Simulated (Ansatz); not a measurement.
AlN, space group Fm-3m, a G0W0 quasiparticle calculation

With Ansatz 0.2.0, Python API.

`aln.xyz`
```text
2
Lattice="0.0 1.969 1.969 1.969 0.0 1.969 1.969 1.969 0.0" Properties=species:S:1:pos:R:3 pbc="T T T"
Al    0.00000000    0.00000000    0.00000000
N     1.96900000    1.96900000    1.96900000
```

At the Python prompt:
```pycon
>>> import warnings
>>> import ansatz as az
>>> warnings.simplefilter('ignore', az.DeckWarning)
>>> crystal = az.Crystal.from_extxyz('aln.xyz')
>>> len(crystal.resolved().sites)
2
>>> calc = crystal.calculation()
>>> calc = calc.functional('pbe').kpoints(4, 4, 4)
>>> calc = calc.scf(tolerance=1e-08).occupations('fixed')
>>> calc = calc.gw(empty_bands=100, screening_cutoff=120, quasiparticle_bands=('v2', 'c2'))
>>> events = []
>>> result = calc.session().plan().execute(on_event=events.append, runs_dir='gw_run')
>>> gw = next(e['data'] for e in events if e['event'] == 'gw_qp')
>>> top = gw['frontier_bands']['highest_filled_band']
>>> print(' k band    E_KS   Sigma_x  Sigma_c     Vxc      Z    E_QP (eV)')
 k band    E_KS   Sigma_x  Sigma_c     Vxc      Z    E_QP (eV)
>>> for qp in gw['qp']:
...     print(f'{qp["ik"]:2d} {qp["band"]:4d} {qp["eps_ks_ev"]:7.3f} {qp["sigma_x_ev"]:9.3f} {qp["sigma_c_at_ks_ev"]:8.3f} {qp["vxc_ev"]:8.3f} {qp["z"]:6.3f} {qp["e_qp_ev"]:8.3f}')
...
 0    3  12.453   -22.762    3.071  -18.799  0.810   11.732
 0    4  12.453   -22.762    3.071  -18.799  0.810   11.732
 0    5  19.285   -12.030   -4.870  -18.267  0.821   20.402
 0    6  24.763    -5.411   -5.255  -11.544  0.841   25.497
 1    3  11.771   -22.374    3.163  -18.203  0.809   10.958
 1    4  11.771   -22.374    3.163  -18.203  0.809   10.958
 1    5  20.000    -9.161   -4.909  -15.176  0.831   20.914
 1    6  24.289    -9.177   -5.595  -16.335  0.812   25.548
 2    3  11.209   -22.177    3.275  -17.802  0.808   10.324
 2    4  11.209   -22.177    3.275  -17.802  0.808   10.324
 2    5  19.075    -8.860   -4.710  -14.561  0.835   19.900
 2    6  24.087    -7.464   -5.247  -13.995  0.838   25.155
 3    3  10.682   -22.109    3.301  -17.640  0.809    9.741
 3    4  10.682   -22.109    3.301  -17.640  0.809    9.741
 3    5  19.839    -5.495   -4.800  -10.968  0.846   20.409
 3    6  21.111   -10.110   -5.019  -16.525  0.829   22.261
 4    3   8.309   -21.226    3.553  -16.238  0.805    7.164
 4    4  10.216   -22.027    3.398  -17.394  0.807    9.224
 4    5  19.478    -7.847   -4.760  -13.582  0.842   20.296
 4    6  22.463    -9.125   -5.093  -15.622  0.826   23.617
 5    3   7.946   -20.987    3.592  -15.902  0.809    6.752
 5    4  11.161   -22.118    3.246  -17.775  0.809   10.277
 5    5  21.406    -8.008   -5.075  -14.207  0.835   22.339
 5    6  23.440    -8.232   -5.283  -14.857  0.821   24.535
 6    3   9.434   -22.056    3.543  -17.173  0.806    8.358
 6    4   9.434   -22.056    3.543  -17.173  0.806    8.358
 6    5  17.549    -5.833   -4.489  -10.901  0.850   18.040
 6    6  17.826    -9.604   -4.540  -15.251  0.842   18.755
 7    3   6.287   -21.066    3.966  -15.422  0.798    4.964
 7    4   8.312   -21.174    3.459  -16.330  0.799    7.205
 7    5  21.396   -10.336   -4.864  -16.688  0.828   22.623
 7    6  23.568    -7.911   -5.350  -14.573  0.819   24.639
>>> for key, label in (('eps_ks_ev', 'Kohn-Sham'), ('e_qp_ev', 'G0W0')):
...     filled = max(qp[key] for qp in gw['qp'] if qp['band'] <= top)
...     empty = min(qp[key] for qp in gw['qp'] if qp['band'] > top)
...     print(f'{label} gap on the mesh: {empty - filled:.3f} eV')
...
Kohn-Sham gap on the mesh: 5.097 eV
G0W0 gap on the mesh: 6.307 eV
>>> print('static dielectric eigenvalues (RPA, this mesh):', [round(e, 3) for e in gw['screening'][0]['eps_tensor_eigenvalues']])
static dielectric eigenvalues (RPA, this mesh): [5.593, 5.593, 5.593]
```

The settings weren't tested for convergence. The k-point mesh is coarse, and energy and stress weren't tested for convergence. This is a high-temperature or high-pressure form, not the ambient phase. The structure is a deposited one; some such entries were measured under pressure or heat, so a shift against it needn't be the functional's error alone. Mesh, empty bands and screening cutoff are small, so the quasiparticle gap isn't converged, and it is read on the mesh points alone. Spin-orbit coupling is left out, which matters for heavy elements. Finished in 3.3 s on 1 thread of Arm Neoverse V2, with other jobs on the host, peak memory 0.32 GiB.
